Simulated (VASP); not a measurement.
# BaTiO3 (P4mm) in VASP: notebook, part 2 of 2

VASP 6.6.1.

## 3. Relaxation of shape and atoms at fixed volume, PBEsol (a relaxed cell with its volume scaled by 0.96)

INCAR

```
PREC     = Accurate       # precision mode
ENCUT    = 600            # plane-wave cutoff, eV
EDIFF    = 1E-7           # SCF threshold, eV
ISMEAR   = 0              # smearing method
SIGMA    = 0.03           # smearing width, eV
LREAL    = F              # projectors in reciprocal space
LASPH    = T              # aspherical terms in the spheres
NELM     = 80             # most SCF steps
ALGO     = Fast           # electronic algorithm
ISIF     = 4              # what is computed and relaxed
LWAVE    = F              # write WAVECAR
LCHARG   = F              # write CHGCAR
GGA      = PS             # functional
IBRION   = 2              # ionic algorithm
NSW      = 40             # ionic steps
EDIFFG   = -0.01          # ionic threshold
KPAR     = 2
```

KPOINTS

```
regular mesh
0
Gamma
  8 8 8
```

POSCAR

```
BaTiO3                                  
1.0
    3.9135267735      0.0000000000      0.0000000000
    0.0000000000      3.9135267735     -0.0000000000
    0.0000000000      0.0000000000      4.0107212719
  Ba              Ti              O             
     1     1     3
Direct
     0.0000000000000000    1.0000000000000000    0.9986017990225708
     0.5000000000000000    0.5000000000000000    0.4819255852252555
     0.5000000000000000    0.5000000000000000    0.0291004915946275
     0.5000000000000000    0.0000000000000000    0.5166860620787762
     0.0000000000000000    0.5000000000000000    0.5166860620787762
```

Potentials or basis: VASP PAW PBE potentials, release 64 (Ba_sv, Ti_sv, O).

Run with:

```bash
> cat potpaw_PBE.64/Ba_sv/POTCAR potpaw_PBE.64/Ti_sv/POTCAR potpaw_PBE.64/O/POTCAR > POTCAR
> mpirun -np 2 vasp_std > vasp.out
```

OUTCAR:

```text
PREC = Accurate
   ENCUT = 600
   EDIFF = 1E-7
   ISMEAR = 0
   LREAL = F
   LASPH = T
   NELM = 80
   ISIF = 4
   GGA = PS
   IBRION = 2
   NSW = 40
   EDIFFG = -0.01

 ion  position               nearest neighbor table
   1  0.000  0.000  0.999-   4 2.75   5 2.75   5 2.75   4 2.75   3 2.77   3 2.77   3 2.77   3 2.77
                             4 2.85   5 2.85   5 2.85   4 2.85   2 3.38   2 3.38   2 3.38   2 3.38
   2  0.500  0.500  0.482-   3 1.82   4 1.96   5 1.96   4 1.96   5 1.96   3 2.19   1 3.38   1 3.38
                             1 3.38   1 3.38   1 3.46   1 3.46   1 3.46   1 3.46
   3  0.500  0.500  0.029-   2 1.82   2 2.19   1 2.77   1 2.77   1 2.77   1 2.77
   4  0.500  0.000  0.517-   2 1.96   2 1.96   1 2.75   1 2.75   1 2.85   1 2.85
   5  0.000  0.500  0.517-   2 1.96   2 1.96   1 2.75   1 2.75   1 2.85   1 2.85

  LATTYP: Found a simple tetragonal cell.
 ALAT       =     3.9135267735
 C/A-ratio  =     1.0248355266
[... 392 lines left out ...]
  ext. energy  EPLUGINS =         0.00000000
  ---------------------------------------------------
  free energy    TOTEN  =       -41.95732296 eV

  energy without entropy =      -41.95732296  energy(sigma->0) =      -41.95732296

 E-fermi :   4.2466     XC(G=0): -11.7418

 val. band max:        4.0616630953   @ k =   0.5000   0.5000   0.5000
 cond. band min:       5.8604790602   @ k =   0.0000   0.0000   0.0000
 fundamental gap:      1.7988159649
 Fermi energy:         4.2466462236

 k-point     1 :       0.0000    0.0000    0.0000
  band No.  band energies     occupation
      1     -52.0983      2.00000
      2     -28.4744      2.00000
      3     -28.4505      2.00000
      4     -28.4505      2.00000
      5     -20.6510      2.00000
      6     -12.8806      2.00000
[... 637 lines left out ...]
     23       7.8370      0.00000
     24       9.0343      0.00000

 [... further k-points ...]
[... 5 lines left out ...]
  --------------------------------------------------------------------------------------
  -------------------------------------------------------------------------------------
  Total        2.3327818      2.3327818      2.2956706      0.0000000      0.0000000      0.0000000
  in kB       60.8450994     60.8450994     59.8771397      0.0000000      0.0000000      0.0000000
  external PRESSURE =      60.5224462 kB  Pullay stress =       0.0000000 kB
[... 20 lines left out ...]
  FREE ENERGIE OF THE ION-ELECTRON SYSTEM (eV)
  ---------------------------------------------------
  free  energy   TOTEN  =       -41.9573229610 eV

  energy  without entropy=      -41.9573229610  energy(sigma->0) =      -41.95732296

 reached required accuracy - stopping structural energy minimisation
```

OSZICAR:

```text
N       E                     dE             d eps       ncg     rms          rms(c)
DAV:   1     0.492073933646E+03    0.49207E+03   -0.23395E+04  3600   0.203E+03
DAV:   2     0.589951978415E+01   -0.48617E+03   -0.47765E+03  4232   0.527E+02
DAV:   3    -0.493866829786E+02   -0.55286E+02   -0.54089E+02  5312   0.159E+02
[... 230 lines left out ...]
RMM:   6    -0.419573222695E+02   -0.76758E-06   -0.94613E-06  4896   0.128E-02    0.103E-03
RMM:   7    -0.419573226604E+02   -0.39092E-06   -0.43510E-06  3744   0.772E-03    0.636E-04
RMM:   8    -0.419573228212E+02   -0.16083E-06   -0.19765E-06  3420   0.553E-03    0.210E-04
RMM:   9    -0.419573229213E+02   -0.10006E-06   -0.11472E-06  3011   0.420E-03    0.166E-04
RMM:  10    -0.419573229610E+02   -0.39704E-07   -0.61075E-07  2951   0.375E-03
  10 F= -.41957323E+02 E0= -.41957323E+02  d E =-.219576E-04
```

CONTCAR:

```text
BaTiO3
   1.00000000000000
     3.9363782232616678    0.0000000000000000    0.0000000000000000
     0.0000000000000000    3.9363782232616678   -0.0000000000000000
     0.0000000000000000   -0.0000000000000000    3.9642903828833487
  Ba              Ti              O
     1     1     3
Direct
     0.0000000000000000    1.0000000000000000    0.0039596206901720
     0.5000000000000000    0.5000000000000000    0.4933626623265408
     0.5000000000000000    0.5000000000000000    0.0182600682136146
     0.5000000000000000    0.0000000000000000    0.5137088243848393
     0.0000000000000000    0.5000000000000000    0.5137088243848393

  0.00000000E+00  0.00000000E+00  0.00000000E+00
  0.00000000E+00  0.00000000E+00  0.00000000E+00
  0.00000000E+00  0.00000000E+00  0.00000000E+00
  0.00000000E+00  0.00000000E+00  0.00000000E+00
  0.00000000E+00  0.00000000E+00  0.00000000E+00
```

Wall time 10 min (2 MPI ranks of Intel Xeon Platinum 8488C (Sapphire Rapids), shared host); peak memory 0.28 GiB.

Results:

- Free energy: -41.9573 eV
- Energy gained by relaxing: 3.0 meV/atom
- Ionic steps: 10
- Pressure after relaxing: 6.1 GPa
- Largest force after relaxing: 0.004 eV/Å
- Band gap on the k mesh: 1.80 eV, indirect (least direct gap 2.02 eV)

Forces in eV/Å, atoms in the order of the input:
```
Ba   0.000  0.000  0.001
Ti   0.000  0.000 -0.003
O    0.000  0.000  0.004
O    0.000  0.000 -0.001
O    0.000  0.000 -0.001
```

Stress tensor (GPa, compression positive):
```
6.08 0.00 0.00
0.00 6.08 0.00
0.00 0.00 5.99
```

Step by step:
| step | energy change (eV) | largest force (eV/Å) | pressure (GPa) |
| --- | --- | --- | --- |
| 1 | 0.0000 | 0.4365 | 7.77 |
| 2 | -0.0080 | 0.0730 | 6.94 |
| 3 | -0.0082 | 0.0798 | 6.81 |
| 4 | -0.0123 | 0.0693 | 6.52 |
| 5 | -0.0133 | 0.0726 | 6.31 |
| 6 | -0.0134 | 0.0716 | 6.33 |
| 7 | -0.0143 | 0.0368 | 6.22 |
| 8 | -0.0147 | 0.0254 | 6.08 |
| 9 | -0.0147 | 0.0241 | 6.09 |
| 10 | -0.0148 | 0.0042 | 6.05 |

Final structure:
```cif
data_structure
_symmetry_space_group_name_H-M 'P 1'
_symmetry_Int_Tables_number 1
_cell_length_a 3.9364
_cell_length_b 3.9364
_cell_length_c 3.9643
_cell_angle_alpha 90.000
_cell_angle_beta 90.000
_cell_angle_gamma 90.000
_cell_volume 61.43
loop_
_atom_site_label
_atom_site_type_symbol
_atom_site_fract_x
_atom_site_fract_y
_atom_site_fract_z
_atom_site_occupancy
Ba1 Ba 0.00000 0.00000 0.00396 1
Ti1 Ti 0.50000 0.50000 0.49336 1
O1 O 0.50000 0.50000 0.01826 1
O2 O 0.50000 0.00000 0.51371 1
O3 O 0.00000 0.50000 0.51371 1
```

Caveat: the PAW data sets were made with another functional, which shifts forces and pressure a little; spin-orbit coupling is left out, which moves the levels of the heavy elements. A k mesh can miss the band edges.

## 4. Relaxation of shape and atoms at fixed volume, PBEsol (a relaxed cell with its volume scaled by 0.98)

INCAR is that of step 3.

KPOINTS is that of step 3.

POSCAR, as its differences from that of step 3:

```diff
@@ -2,5 +2,5 @@
 1.0
-    3.9135267735      0.0000000000      0.0000000000
-    0.0000000000      3.9135267735     -0.0000000000
-    0.0000000000      0.0000000000      4.0107212719
+    3.9405174662      0.0000000000      0.0000000000
+    0.0000000000      3.9405174662     -0.0000000000
+    0.0000000000      0.0000000000      4.0383822927
   Ba              Ti              O
```

Run with:

```bash
> cat potpaw_PBE.64/Ba_sv/POTCAR potpaw_PBE.64/Ti_sv/POTCAR potpaw_PBE.64/O/POTCAR > POTCAR
> mpirun -np 2 vasp_std > vasp.out
```

It took 12 min on 2 MPI ranks of Intel Xeon Platinum 8488C (Sapphire Rapids), shared host; peak memory 0.28 GiB.

Results (log left out):

- Free energy: -41.9945 eV
- Energy gained by relaxing: 0.8 meV/atom
- Ionic steps: 11
- Pressure after relaxing: 2.8 GPa
- Largest force after relaxing: 0.004 eV/Å
- Band gap on the k mesh: 1.78 eV, indirect (least direct gap 2.12 eV)

Forces on the atoms (eV/Å):
```
Ba   0.000  0.000  0.004
Ti   0.000  0.000 -0.004
O    0.000  0.000 -0.004
O    0.000  0.000  0.002
O    0.000  0.000  0.002
```

Stress tensor (GPa, compression positive):
```
2.81 0.00 0.00
0.00 2.81 0.00
0.00 0.00 2.71
```

The path:
| step | energy change (eV) | largest force (eV/Å) | pressure (GPa) |
| --- | --- | --- | --- |
| 1 | 0.0000 | 0.2113 | 3.68 |
| 2 | -0.0020 | 0.0331 | 3.26 |
| 3 | 1.1860 | 0.1595 | 4.01 |
| 4 | -0.0019 | 0.0585 | 3.04 |
| 5 | -0.0020 | 0.0429 | 3.08 |
| 6 | -0.0021 | 0.0396 | 3.13 |
| 7 | -0.0032 | 0.0379 | 2.94 |
| 8 | -0.0035 | 0.0399 | 2.78 |
| 9 | -0.0037 | 0.0207 | 2.81 |
| 10 | -0.0038 | 0.0232 | 2.82 |
| 11 | -0.0038 | 0.0045 | 2.78 |

Final structure:
```xyz
5
Lattice="3.9527 0.0000 0.0000 0.0000 3.9527 0.0000 0.0000 0.0000 4.0136" Properties=species:S:1:pos:R:3 pbc="T T T"
Ba    0.0000    3.9526    0.0047
Ti    1.9763    1.9763    1.9547
O     1.9763    1.9763    0.0960
O     1.9763    0.0000    2.0688
O     3.9526    1.9763    2.0688
```

Levels at points of the mesh, in eV from the valence-band top:
```csv
k point,band 17,band 18,band 19,band 20,band 21,band 22,band 23,band 24
"(0.00, 0.00, 0.00)",-1.24,-0.38,-0.34,-0.34,1.78,2.06,2.06,4.22
"(0.50, 0.00, 0.00)",-1.95,-1.79,-1.07,-0.93,2.21,3.64,3.69,4.25
"(0.50, 0.50, 0.00)",-1.82,-0.98,-0.98,-0.09,3.71,3.71,4.09,4.83
"(0.00, 0.00, 0.50)",-2.02,-2.02,-0.73,-0.73,1.95,3.64,3.64,4.22
"(0.50, 0.00, 0.50)",-1.77,-0.96,-0.93,-0.25,3.66,3.67,4.03,5.08
"(0.50, 0.50, 0.50)",-2.47,-0.15,-0.15,0.00,4.32,4.32,4.35,6.53
```

Caveat: the PAW data sets were made with another functional, which shifts forces and pressure a little; spin-orbit coupling is left out, which moves the levels of the heavy elements.

## 5. The runs side by side

| cell | gap on the mesh (eV) | pressure (GPa) |
| --- | --- | --- |
| atoms relaxed at fixed volume from: a relaxed cell with its volume scaled by 0.94 | 1.82 | 10.1 |
| atoms relaxed at fixed volume from: a relaxed cell with its volume scaled by 0.96 | 1.80 | 6.1 |
| atoms relaxed at fixed volume from: a relaxed cell with its volume scaled by 0.98 | 1.78 | 2.8 |

Alike in all rows: task relaxation of shape and atoms at fixed volume; level PBEsol; potentials or basis VASP PAW PBE potentials, release 64 (Ba_sv, Ti_sv, O); no spin polarisation; k mesh 8 × 8 × 8; cutoff (eV) 600; smearing gaussian 0.03 eV.

Caveats: the PAW data sets were made with another functional, which shifts forces and pressure a little; spin-orbit coupling is left out, which moves the levels of the heavy elements.

Absolute energies hang on the potentials; compare differences alone.
